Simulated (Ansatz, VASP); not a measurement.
**MgI2: VASP beside Ansatz**

POSCAR

```
MgI2
1.0
    0.0000000000      3.7557205847      3.7557205847
    3.7557205847      0.0000000000      3.7557205847
    3.7557205847      3.7557205847      0.0000000000
Mg I
1 2
Direct
    0.0000000000      0.0000000000      0.0000000000
    0.2500000000      0.2500000000      0.2500000000
    0.7500000000      0.7500000000      0.7500000000
```

File INCAR.step1:

```
SYSTEM = MgI2
ALGO = Normal
EDIFF = 1E-5
ENCUT = 520
GGA = PE
ISIF = 2
ISMEAR = 0
LASPH = .TRUE.
LREAL = .FALSE.
LWAVE = .TRUE.
NBANDS = 15
NELM = 100
PREC = Accurate
SIGMA = 0.01
```

File INCAR.step2:

```
SYSTEM = MgI2
ALGO = Normal
EDIFF = 1E-6
ENCUT = 520
GGA = PE
HFSCREEN = 0.2079
ISIF = 2
ISMEAR = 0
ISTART = 1
LASPH = .TRUE.
LCHARG = .TRUE.
LELF = .TRUE.
LHFCALC = .TRUE.
LREAL = .FALSE.
LVHAR = .TRUE.
LWAVE = .FALSE.
NBANDS = 15
NELM = 100
PREC = Accurate
PRECFOCK = Normal
SIGMA = 0.01
```

File KPOINTS:

```
k-points
0
G
  4 4 4
  0 0 0
```

Input for Ansatz:

```yaml
crystal:
  lattice:
    - [0.0, 3.7557205847, 3.7557205847]
    - [3.7557205847, 0.0, 3.7557205847]
    - [3.7557205847, 3.7557205847, 0.0]
  atoms:
    - { symbol: Mg, position: [0.0, 0.0, 0.0] }
    - { symbol: I, position: [0.25, 0.25, 0.25] }
    - { symbol: I, position: [0.75, 0.75, 0.75] }
kpoints:
  mp_grid: { grid: [4, 4, 4] }
hamiltonian:
  xc: hse06
scf:
  occupations: { method: fixed }
  n_extra_bands: 4
output:
  forces: true
  stress: true
  eigenvalues: true
```

The cell was built by a generator and needn't be a form met in nature.

Alike in both runs: task single point; functional HSE06; k mesh 4 × 4 × 4; no spin polarisation.

|  | VASP | Ansatz |
| --- | --- | --- |
| version | VASP 6.6.1 | Ansatz 0.2.0 |
| potentials or method | VASP PAW PBE potentials, release 64 (Mg, I) | plane waves, PAW |
| plane-wave cutoff (eV) | 520 | 420 |
| occupations | gaussian, width 0.01 eV | fixed |
| valence electrons in the cell | 16 | 44 |

Ansatz gave:

| Property | Result |
| --- | --- |
| gap on the k mesh at the Fermi level (eV) | 1.43 |
| pressure (GPa) | -0.4 |

Task: Which values does VASP return?

Result: gap on the k mesh at the Fermi level (eV): 1.37; pressure (GPa): -0.6.

The two sets of potentials don't hold the same shells in valence. Ansatz warned: «stress_exchange_threshold_loose».

Caveats: the PAW data sets were made with another functional, which shifts forces and pressure a little (VASP); spin-orbit coupling is left out, which moves the levels of the heavy elements. A k mesh can miss the band edges.
